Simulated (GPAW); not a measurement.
Runs of GPAW 26.7.0 on TiAl. The structure is cubic, space group Pm-3m (No. 221). Conventional cell: a = 3.179 Å, b = 3.179 Å, c = 3.179 Å, α = 90.00°, β = 90.00°, γ = 90.00°. Ti (site symmetry m-3m) is surrounded by 8 Al at 2.75 Å. Al (site symmetry m-3m) has 8 Ti at 2.75 Å as nearest neighbours. The cell comes from a database or a generator and needn't be the stable form of this composition.

```csv
task,level,potentials or basis,spin,U,smearing,gap on the mesh (eV),pressure (GPa)
single point,RPBE,"the program's PAW data sets (release 1.2.1) made for this functional, pw",off,-,gaussian 0.02 eV,none,(a)
single point,LDA,"the program's PAW data sets (release 1.2.1) made for this functional, pw",off,-,gaussian 0.1 eV,none,-5.9
single point,PBEsol+D4+U,"PAW data sets generated in the run's folder for this functional, pw",off,Ti d U = 4.5 eV,fermi-dirac 0.05 eV,none,-0.3
single point,PBE,"GPAW PAW data sets (gpaw-data 1.2.1), pw",off,-,gaussian 0.1 eV,none,0.7
electron localisation function,PBE,"GPAW PAW data sets (gpaw-data 1.2.1), pw","collinear, ferromagnetic start",-,improved-tetrahedron-method,none,(b)
```

Alike in all rows: cell as given; k mesh 8 × 8 × 8; cutoff (eV) 600.

Problem. Estimate the missing entries.

Solution. (a) 3.3; (b) 0.5.

Caveats: U without spin polarisation on a metal has little footing (some runs); pairwise dispersion overbinds metals, which lowers pressure and volume (some runs); the U is typed as a test and isn't derived for this compound (some runs).

A gap of «none» marks a metal or a gap under the smearing width.
